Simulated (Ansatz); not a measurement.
Ansatz results at the PBE0-D4/def2-TZVP geometry: HOMO energy (PBE0/def2-TZVPP) -7.74 eV; HOMO energy (PBE/def2-TZVPP) -6.10 eV; LUMO energy (B3LYP/def2-TZVPP) 0.48 eV.

Each molecule was computed in one conformer, which needn't be the lowest.

(1) Which molecule gave them?
A. `CC(C)(C)O`
B. `O[Si](O)(O)O`
C. `C=CC`
D. `CNC`

Answers

(1) A. The others give `O[Si](O)(O)O`: -9.12, -7.34, 0.06; `C=CC`: -7.37, -6.24, 0.20; `CNC`: -6.37, -4.93, 0.87.

B3LYP here is the variant with VWN-RPA as its local correlation; programs differ in this.
